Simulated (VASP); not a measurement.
# InP (F-43m) in VASP: a series of runs, part 2 of 2

VASP 6.6.1.

### Step 3. Born charges and dielectric tensor, LDA

Input file INCAR:

```
ALGO = Normal ; EDIFF = 1E-8
ENCUT = 350 ; IBRION = 8
ISIF = 2 ; ISMEAR = 0
LASPH = True ; LCHARG = False
LEPSILON = True ; LREAL = False
LWAVE = False ; NELM = 80
NSW = 1 ; PREC = Accurate
SIGMA = 0.02
```

Input file KPOINTS:

```
k-points
0
Gamma
  6 6 6
```

Input file POSCAR:

```
InP                                     
1.0
    0.0000000000      2.9105318603      2.9105318603
    2.9105318603     -0.0000000000      2.9105318603
    2.9105318603      2.9105318603      0.0000000000
  In              P             
     1     1
Direct
     0.0000000000000000    0.0000000000000000    0.0000000000000000
     0.2500000000000000    0.2500000000000000    0.2500000000000000
```

Potentials or basis: VASP PAW LDA potentials, release 64 (In_d, P).

Started as:

```bash
> cat potpaw_LDA.64/In_d/POTCAR potpaw_LDA.64/P/POTCAR > POTCAR
> mpirun -np 1 vasp_std > vasp.out
```

OUTCAR:

```text
EDIFF = 1E-8
   ENCUT = 350
   IBRION = 8
   ISIF = 2
   ISMEAR = 0
   LASPH = True
   LEPSILON = True
   LREAL = False
   NELM = 80
   NSW = 1
   PREC = Accurate

 ion  position               nearest neighbor table
   1  0.000  0.000  0.000-   2 2.52   2 2.52   2 2.52   2 2.52
   2  0.250  0.250  0.250-   1 2.52   1 2.52   1 2.52   1 2.52

  LATTYP: Found a face centered cubic cell.
 ALAT       =     5.8210637206

  Lattice vectors:

 A1 = (   0.0000000000,   2.9105318603,   2.9105318603)
 A2 = (   2.9105318603,   0.0000000000,   2.9105318603)
 A3 = (   2.9105318603,   2.9105318603,   0.0000000000)

Analysis of symmetry for initial positions (statically):
=====================================================================
 Subroutine PRICEL returns:
 Original cell was already a primitive cell.

 Routine SETGRP: Setting up the symmetry group for a
 face centered cubic supercell.

 Subroutine GETGRP returns: Found 24 space group operations
 (whereof 24 operations were pure point group operations)
 out of a pool of 48 trial point group operations.

The static configuration has the point symmetry T_d .

Analysis of symmetry for dynamics (positions and initial velocities):
=====================================================================
 Subroutine PRICEL returns:
 Original cell was already a primitive cell.

 Routine SETGRP: Setting up the symmetry group for a
 face centered cubic supercell.

 Subroutine GETGRP returns: Found 24 space group operations
 (whereof 24 operations were pure point group operations)
 out of a pool of 48 trial point group operations.

The dynamic configuration has the point symmetry T_d .

 Subroutine INISYM returns: Found 24 space group operations
 (whereof 24 operations are pure point group operations),
 and found     1 'primitive' translations

----------------------------------------------------------------------------------------

                                     Primitive cell

  volume of cell :      49.3114

  direct lattice vectors                    reciprocal lattice vectors
     0.000000000  2.910531860  2.910531860    -0.171789908  0.171789908  0.171789908
     2.910531860  0.000000000  2.910531860     0.171789908 -0.171789908  0.171789908
     2.910531860  2.910531860  0.000000000     0.171789908  0.171789908 -0.171789908

  length of vectors
     4.116113631  4.116113631  4.116113631     0.297548849  0.297548849  0.297548849

  position of ions in fractional coordinates (direct lattice)
     0.000000000  0.000000000  0.000000000
     0.250000000  0.250000000  0.250000000

  ion indices of the primitive-cell ions
   primitive index   ion index
                 1           1
                 2           2

[... 433 lines left out ...]
     0.00000  0.00000 -0.00053

--------------------------------------- Ionic step        4  -------------------------------------------

------------------------ aborting loop because EDIFF is reached ----------------------------------------

[... ionic steps 5 to 6 ...]

--------------------------------------- Ionic step        7  -------------------------------------------

 Free energy of the ion-electron system (eV)
  ---------------------------------------------------
  ---------------------------------------------------
  free energy    TOTEN  =        -0.04911735 eV

  energy without entropy =       -0.04911735

------------------------ aborting loop because EDIFF is reached ----------------------------------------

 INTERNAL STRAIN TENSOR  FOR ION    2  DIRECTION 1   (eV/Angst):
 -----------------------------------------------------------------------------
     0.01538  0.00000  0.00000
     0.00000 -0.00611 -8.16822
     0.00000 -8.16822 -0.00611

 MACROSCOPIC STATIC DIELECTRIC TENSOR (including local field effects in DFT)
 ------------------------------------------------------
          26.329185    -0.000000    -0.000000
           0.000000    26.329185     0.000000
          -0.000000    -0.000000    26.329185
 ------------------------------------------------------

 PIEZOELECTRIC TENSOR (including local field effects)  for field in x, y, z        (e  Angst)
          XX          YY          ZZ          XY          YZ          ZX
  --------------------------------------------------------------------------------
  x     0.00000     0.00000     0.00000    -0.00000    -3.04913    -0.00000
  y     0.00000     0.00000    -0.00000    -0.00000    -0.00000    -3.04913
  z     0.00000     0.00000    -0.00000    -3.04913    -0.00000    -0.00000

 PIEZOELECTRIC TENSOR (including local field effects)  for field in x, y, z        (C/m^2)
          XX          YY          ZZ          XY          YZ          ZX
  --------------------------------------------------------------------------------
  x     0.00000     0.00000     0.00000    -0.00000    -0.99069    -0.00000
  y     0.00000     0.00000    -0.00000    -0.00000    -0.00000    -0.99069
  z     0.00000     0.00000    -0.00000    -0.99069    -0.00000    -0.00000

 BORN EFFECTIVE CHARGES (including local field effects) (in |e|, cummulative output)
 ---------------------------------------------------------------------------------
 ion    1
    1     2.81833     0.00000    -0.00000
    2     0.00000     2.81833    -0.00000
    3     0.00000     0.00000     2.81833
 ion    2
    1    -2.81833    -0.00000     0.00000
    2     0.00000    -2.81833     0.00000
    3    -0.00000    -0.00000    -2.81833

 INTERNAL STRAIN TENSOR FOR ION    2 for displacements in x,y,z  (eV/Angst):
          X           Y           Z          XY          YZ          ZX
  --------------------------------------------------------------------------------
  x     0.00000     0.00000     0.00000     0.00000    -8.16822     0.00000
  y     0.00000     0.00000     0.00000     0.00000     0.00000    -8.16822
  z     0.00000     0.00000     0.00000    -8.16822     0.00000     0.00000

 SECOND DERIVATIVES (NOT SYMMETRIZED)
 ------------------------------------
               1X          1Y          1Z          2X          2Y          2Z
  1X    -8.313858    0.000000    0.000000    8.313858    0.000000    0.000000
  1Y     0.000000   -8.313858    0.000000    0.000000    8.313858    0.000000
  1Z     0.000000    0.000000   -8.313858    0.000000    0.000000    8.313858
  2X     8.319495    0.000000    0.000000   -8.319495    0.000000    0.000000
  2Y     0.000000    8.319495    0.000000    0.000000   -8.319495    0.000000
  2Z     0.000000    0.000000    8.319495    0.000000    0.000000   -8.319495

 Eigenvectors and eigenvalues of the dynamical matrix
 ----------------------------------------------------

   1 f  =    9.129150 THz    57.360143 2PiTHz  304.515674 cm-1    37.755115 meV
             X         Y         Z           dx          dy          dz
      0.000000  0.000000  0.000000     0.325835    0.325835    0.000000
      1.455266  1.455266  1.455266    -0.627560   -0.627560    0.000000
[... 21 lines left out ...]
   6 f/i=    0.001265 THz     0.007950 2PiTHz    0.042205 cm-1     0.005233 meV
             X         Y         Z           dx          dy          dz
      0.000000  0.000000  0.000000     0.883599    0.081568    0.016199
      1.455266  1.455266  1.455266     0.458773    0.042351    0.008411

--------------------------------------------------------------------------------------------------------

 MACROSCOPIC STATIC DIELECTRIC TENSOR IONIC CONTRIBUTION
 ------------------------------------------------------
           3.504720     0.000000     0.000000
           0.000000     3.504720     0.000000
           0.000000     0.000000     3.504720
 ------------------------------------------------------

 ELASTIC MODULI CONTR FROM IONIC RELAXATION (kBar)
 Direction    XX          YY          ZZ          XY          YZ          ZX
 --------------------------------------------------------------------------------
 XX          -0.0000     -0.0000      0.0000     -0.0000      0.0000     -0.0000
 YY          -0.0000     -0.0000     -0.0000     -0.0000     -0.0000     -0.0000
 ZZ           0.0000     -0.0000     -0.0000      0.0000     -0.0000     -0.0000
 XY          -0.0000     -0.0000      0.0000   -256.0695      0.0000      0.0000
 YZ           0.0000     -0.0000     -0.0000      0.0000   -256.0695      0.0000
 ZX          -0.0000     -0.0000     -0.0000      0.0000      0.0000   -256.0695
 --------------------------------------------------------------------------------

 PIEZOELECTRIC TENSOR IONIC CONTR  for field in x, y, z        (C/m^2)
          XX          YY          ZZ          XY          YZ          ZX
  --------------------------------------------------------------------------------
  x    -0.00000     0.00000     0.00000    -0.00000     0.89141     0.00000
  y     0.00000     0.00000     0.00000    -0.00000     0.00000     0.89141
  z     0.00000     0.00000    -0.00000     0.89141     0.00000     0.00000
```

stdout:

```text
POSCAR found type information on POSCAR InP
 POSCAR found :  2 types and       2 ions
 scaLAPACK will be used
 LDA part: xc-table for (Slater(with rela. corr.)+CA(PZ))
 , standard interpolation
 POSCAR, INCAR and KPOINTS ok, starting setup
 FFT: planning ... GRIDC
 FFT: planning ... GRID_SOFT
 FFT: planning ... GRID
[... 24 lines left out ...]
 Linear response to external field, progress :
  Direction:   3
 dielectric tensor                  component  3 :     3.754     2.324    26.329
 Linear response DOF=           2
 Linear response progress:
 first order change of Fermi-energy  -0.29185E+00
 force on displaced ion       1 direction 1 :  -8.314   0.000   0.000
 Born effective charge ion    1 direction 1 :   2.531   0.000   0.000
 Linear response progress:
 first order change of Fermi-energy   0.29200E+00
 force on displaced ion       2 direction 1 :  -8.319   0.000   0.000
 Born effective charge ion    2 direction 1 :  -3.113   0.000   0.000
 Born effective charges drift removed
 Linear response finished
```

It took 3.7 min on 1 thread of Intel Xeon Platinum 8259CL at 2.50GHz (Skylake/Cascade Lake), shared host; peak memory 0.18 GiB.

Results:

| Property | Result |
| --- | --- |
| Band gap on the k mesh | 0.62 eV, direct |
| Electronic dielectric tensor (diagonal) | 26.33 |
| Born charges (mean of the diagonal) | In +2.82; P -2.82 e |
| Highest phonon frequency at Γ, LO-TO splitting left out | 305 cm⁻¹ |

Levels at points of the mesh, in eV from the valence-band top:
```csv
k point,band 6,band 7,band 8,band 9,band 10,band 11,band 12,band 13
"(0.00, 0.00, 0.00)",-11.69,0.00,0.00,0.00,0.62,3.96,3.96,3.96
"(0.50, 0.00, 0.00)",-9.87,-5.95,-1.02,-1.02,1.37,4.70,4.70,6.93
"(0.50, 0.50, 0.00)",-9.17,-5.96,-2.43,-2.43,1.56,2.12,9.12,9.56
```

Phonon frequencies in cm⁻¹ (negative: imaginary):
```
              q point        frequencies
(0.000, 0.000, 0.000)  0 0 0 305 305 305
```

Electronic dielectric tensor:
```
26.33  0.00  0.00
 0.00 26.33  0.00
 0.00  0.00 26.33
```

Born effective charge tensors (e):
atom 1, In
```
2.82 0.00 0.00
0.00 2.82 0.00
0.00 0.00 2.82
```
atom 2, P
```
-2.82  0.00  0.00
 0.00 -2.82  0.00
 0.00  0.00 -2.82
```

Caveat: the gap is small at this level, which inflates the dielectric constant; spin-orbit coupling is left out, which moves the levels of the heavy elements.

### Step 4. Comparison with measurements

Step 2. A measured gap of InP is 1.4236 eV (direct; 1.6 K; a printed reference work, data compilation); the calculated 0.62 eV misses it by -0.81 eV. Spin-orbit coupling on In is left out. The value is that of LDA, without temperature or zero-point motion. Semilocal functionals fall short of measured gaps as a rule.

Step 3. A measured gap of InP is 1.4236 eV (direct; 1.6 K; a printed reference work, data compilation); the calculated 0.62 eV misses it by -0.81 eV. Spin-orbit coupling on In is left out. The value is that of LDA, without temperature or zero-point motion. Semilocal functionals fall short of measured gaps as a rule. A measured high-frequency dielectric constant of InP is 9.61 (300 K; a printed reference work, textbook); the calculated 26.33 misses it by +174.0 %. So large a miss can be the level of theory's own, or it may mean another phase, state or a wrong row.
